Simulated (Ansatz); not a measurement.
Relaxed ZrO₂ (fluorite):

```
CELL_PARAMETERS angstrom
      0.00000     5.11588     5.11588
      2.55794     2.55794     5.11588
      2.55794     2.55794     0.00000
ATOMIC_POSITIONS crystal
  Zr 0.00000 0.00000 0.00000
  Zr 0.50000 0.00000 0.00000
  O  0.00000 0.25000 0.25000
  O  0.50000 0.25000 0.25000
  O  0.00000 0.75000 0.75000
  O  0.50000 0.75000 0.75000
```

The atoms are displaced by Q × the pattern below (from a DFPT mode at X = (0.5, 0.5, 0.0), largest move 1; Q in Å), at fixed cell. (q is in reciprocal vectors of the primitive cell; the cell shown is doubled to hold the pattern.)

| atom | x | y | z |
|---|---|---|---|
| O3 | 0.000 | 0.000 | 1.000 |
| O4 | 0.000 | 0.000 | -1.000 |
| O5 | 0.000 | 0.000 | 1.000 |
| O6 | 0.000 | 0.000 | -1.000 |

Atoms not listed stay in place.

These are PBE (plane waves to 420 eV, PAW, scalar-relativistic; Ansatz, a program for electronic structure) values and carry that method's errors. k mesh 11×11×11 (Γ-centred), Fermi-Dirac smearing 0.05 eV. The energy includes the smearing's −TS. The PAW data are Ansatz's earlier set. This is a high-temperature form of ZrO2. ZrO2 is run without spin polarisation. ZrO2 was relaxed with its symmetry unable to fall. ΔE is measured from the undisplaced structure.

| Q (Å) | ΔE (meV/cell) |
|---|---|
| -0.4400 | 339 |
| -0.3667 | withheld |
| -0.2933 | -120 |
| -0.2200 | -144 |
| -0.1467 | -95 |
| -0.0733 | -29 |
| 0.0000 | 0 |
| 0.0733 | -29 |
| 0.1467 | -95 |
| 0.2200 | -144 |
| 0.2933 | -120 |
| 0.3667 | withheld |
| 0.4400 | 339 |

Question: Fit an even polynomial form (powers 2, 4, 6) to the given rows and predict ΔE at Q = 0.3667.

Answer: Least squares on the 11 given rows: ΔE = (-5502)·Q² + (56110)·Q⁴ + (-96300)·Q⁶, in meV/cell with Q in Å; root-mean-square residual 1.1 meV/cell. At 0.3667 the fit gives 41 meV/cell; the calculation gives 29 meV/cell, so the interpolation is off by 12 (+41.4 %). The quadratic term alone would give -740 meV/cell: it is negative, as the undisplaced cell is unstable along this move.

(For displaced atoms, the force is minus the slope of the energy, and its curvature is a force constant, which sets phonon frequencies.)
